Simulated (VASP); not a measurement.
Runs of VASP 6.6.1 on ZnSe (Stilleite). It takes space group F-43m (No. 216, cubic). The conventional cell has a = 5.641 Å, b = 5.641 Å, c = 5.641 Å, α = 90.00°, β = 90.00°, γ = 90.00°. Zn (site symmetry -43m) has 4 Se at 2.44 Å as nearest neighbours. Se (site symmetry -43m) is surrounded by 4 Zn at 2.44 Å. 

```csv
task,level,cell,k mesh,cutoff (eV),grid for exact exchange (PRECFOCK),screening parameter,exchange at q = 0,share of exact exchange,gap on the mesh (eV),pressure (GPa)
band structure,HSE06,as given,8 × 8 × 8,520,Fast,0.2 1/A,-,-,2.48,2.1
relaxation of cell and atoms,PBEsol,relaxed,8 × 8 × 8,600,-,-,-,-,1.23,0.0
band structure,HSE06,as given,6 × 6 × 6,520,Fast,0.2 1/A,-,-,(a),2.1
band structure,PBE0,as given,8 × 8 × 8,520,Fast,-,truncated,-,3.08,1.9
band structure,PBE0,as given,6 × 6 × 6,520,Fast,-,truncated,-,3.10,1.9
band structure,PBE-EpsX,as given,6 × 6 × 6,520,Fast,-,truncated,0.13,(b),2.6
```

Alike in all rows: potentials or basis VASP PAW PBE potentials, release 64 (Zn, Se); no spin polarisation; smearing gaussian 0.03 eV.

Question: Fill in the values left out.

Answer: (a) 2.49; (b) 2.24.

Caveats: the PAW data sets were made with another functional, which shifts forces and pressure a little; the relaxation stopped at its first step, so nothing moved (some runs).

A k mesh can miss the band edges, and the runs leave out spin-orbit coupling on Se.

Runs at the PBE level aren't shown here.
